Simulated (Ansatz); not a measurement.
## BeS (rocksalt): gap against strain (epitaxial in the plane normal to [111])

BeS in the rocksalt structure, relaxed with r2SCAN in the PAW code Ansatz, then strained (epitaxial in the plane normal to [111]; changes of length per length, axes as in the cell below) with the atoms relaxed again within the symmetry that is left. Space group Fm-3m (No. 225), cubic; a = 4.635 Å in the conventional setting, 12.44 Å³ an atom. Be is surrounded by 6 S at 2.32 Å; S is surrounded by 6 Be at 2.32 Å. (Calculated; spin-unpolarised; the phase may be known or hypothetical.)

```yaml
crystal:
  lattice:
    - [0.00000, 2.31730, 2.31730]
    - [2.31730, 0.00000, 2.31730]
    - [2.31730, 2.31730, 0.00000]
  atoms:
    - { symbol: Be, position: [0.00000, 0.00000, 0.00000] }
    - { symbol: S, position: [0.50000, 0.50000, 0.50000] }
```

Gaps are the least over each mesh (PBE 10×10×10, r2SCAN 10×10×10, HSE06 6×6×6 when unstrained) and the special points, which keep their unstrained names; stress is the change from the unstrained cell, compression positive.

```tsv
strain (%)	free normal strain (%)	gap, PBE (eV)	gap, r2SCAN (eV)	gap, HSE06 (eV)	edges, HSE06	in-plane stress, r2SCAN (GPa)	energy rise, r2SCAN (meV/atom)
-3.11	+0.65	0.802	1.149	1.572	(0.159, 0.159, 0.292) → X	+10.60	24.0
0.0	0.00	0.964	1.329	1.731	Γ–K (0.40) → X	0.00	0.0
+5.0	-1.00	0.662	0.985	1.415	Γ → X	-12.08	51.9
```

Problem. Estimate the row for a strain of -0.64 %.

Solution.
```tsv
strain (%)	free normal strain (%)	gap, PBE (eV)	gap, r2SCAN (eV)	gap, HSE06 (eV)	edges, HSE06	in-plane stress, r2SCAN (GPa)	energy rise, r2SCAN (meV/atom)
-0.64	+0.13	0.938	1.300	1.707	(0.151, 0.151, 0.297) → X	+1.96	0.9
```

Between zero and the nearest strains the slope of the HSE06 gap against strain is +0.038 eV per percent for negative and -0.063 for positive strain; it falls either way, as happens when edge states split or other valleys take over.

Where an edge lies off the special points, it is a point of the mesh or the k point where a search put PBE's edge or least direct gap, reused for the other functionals, whose own edges may lie a little apart.

Coordinates of k points refer to the reciprocal vectors of the primitive cell of the runs.

The meshes of the hybrids are coarse, so their gaps aren't converged to the digits shown.
